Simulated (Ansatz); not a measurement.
# Lithium, diamond under RPBE: ground state and equation of state

What does RPBE give for lithium in the diamond structure? We relax it, solve it on a dense k-mesh, then scale the cell to 7 volumes from 88 to 112 % of the relaxed one and try a fit of the equation of state. Spin polarisation is left out. The k-meshes are 9×9×9 for the relaxation; 15×15×15 for the dense run; 10×10×10 for the volumes.

This is Li in the diamond structure; at room conditions it is bcc.

Program: Ansatz 0.2.0. Level of theory: DFT RPBE, plane waves (420 eV) with PAW, scalar-relativistic; PBE-made PAW files. These are calculated values, not measurements.

## (1) Starting point

It takes space group Fd-3m (No. 227, cubic). Conventional cell: a = 6.157 Å, b = 6.157 Å, c = 6.157 Å, α = 90.00°, β = 90.00°, γ = 90.00°. Li (site symmetry -43m) has 4 Li at 2.67 Å as nearest neighbours.

As a file:

```cif
data_structure
_symmetry_space_group_name_H-M 'P 1'
_symmetry_Int_Tables_number 1
_cell_length_a 4.3535
_cell_length_b 4.3535
_cell_length_c 4.3535
_cell_angle_alpha 60.000
_cell_angle_beta 60.000
_cell_angle_gamma 60.000
_cell_volume 58.34
loop_
_atom_site_label
_atom_site_type_symbol
_atom_site_fract_x
_atom_site_fract_y
_atom_site_fract_z
_atom_site_occupancy
Li1 Li 0.12500 0.12500 0.12500 1
Li2 Li 0.87500 0.87500 0.87500 1
```

## (2) Geometry optimisation

Contents of input.yaml:

```yaml
crystal:
  lattice:
    - [0.0, 3.0783766346, 3.0783766346]
    - [3.0783766346, 0.0, 3.0783766346]
    - [3.0783766346, 3.0783766346, 0.0]
  atoms:
    - { symbol: Li, position: [0.125, 0.125, 0.125] }
    - { symbol: Li, position: [0.875, 0.875, 0.875] }
hamiltonian:
  xc: rpbe
  pseudopotentials:
    kind: paw
    azcp:
      Li: "pseudopotentials/Li.paw.azcp"
basis:
  ecutwfc: 420
  fft_grid_basis: typed
kpoints:
  mp_grid: { grid: [9, 9, 9], shift: [0, 0, 0] }
magnetization:
  spin_polarized: false
scf:
  occupations: { method: fermi_dirac, width: 0.1 }
relax:
  max_steps: 60
  f_tol: 0.01
  cell: {}
```

The runs that follow: Single point on a dense mesh; Volume × 0.88; Volume × 0.92; Volume × 0.96; Volume × 1.0; Volume × 1.04; Volume × 1.08; Volume × 1.12.

**Question.** What will these runs give? Wanted: space group; conventional cell; volume; shortest distance; gap on the mesh; relative to bcc; highest ELF outside the cores; V₀, B₀, B₀′.

As calculated:

| quantity | value |
| --- | --- |
| space group (spins left aside) | Fd-3m (No. 227) |
| conventional cell | a = 6.004 Å |
| volume | 27.049 Å³/atom |
| shortest distance | 2.600 Å |
| gap on the mesh | none (levels filled in part) |
| relative to bcc | +508 meV/atom |
| highest ELF outside the cores | 0.61, 1.74 Å from the nearest atom |
| V₀, B₀, B₀′ | 27.027 Å³/atom, 5.2 GPa, 2.9 |

In words: From the guessed start the volume shrank by 7.3 % in 4 steps. It lies 508 meV/atom above the element's reference form at the same level (bcc, from a run of its own). Levels at the Fermi energy are filled in part, as in a metal. The fitted modulus is 5.2 GPa, a soft solid. The symmetry was held, so the structure may be unstable against distortions that break it.
